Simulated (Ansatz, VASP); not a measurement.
# One calculation of MoH5, two programs

```
H Mo
1.0
     2.71798    0.00000    0.00000
     0.00000    2.71798    0.00000
     0.00000    0.00000    4.78366
H Mo
5 1
Direct
  0.50000 0.50000 0.41166
  0.50000 0.50000 0.58834
  0.00000 0.00000 0.30034
  0.00000 0.00000 0.69966
  0.00000 0.00000 0.50000
  0.50000 0.50000 0.00000
```

Change from the starting cell: species swapped into the Hf5Pb type (P4/mmm, No. 123).

Alike in both runs: functional PBE; k mesh 14 × 14 × 8; occupations gaussian, width 0.1 eV; no spin polarisation.

Ansatz relaxed the structure, and its values are those at the end. VASP's run is a single point on that final structure, the one shown.

|  | VASP | Ansatz |
| --- | --- | --- |
| version | VASP 6.6.1 | Ansatz 0.2.0 |
| potentials or method | VASP PAW PBE potentials, release 64 (H, Mo_sv) | scalar-relativistic, plane waves, PAW |
| plane-wave cutoff (eV) | 520 | 420 |
| valence electrons in the cell | 19 | 19 |

Ansatz gave:

* gap on the k mesh at the Fermi level (eV): none
* pressure (GPa): 0.0

Question: What did VASP give for the same quantities?

Answer: gap on the k mesh at the Fermi level (eV): none; pressure (GPa): -0.1.

A gap of «none» marks a metal or a gap that the smearing closes.
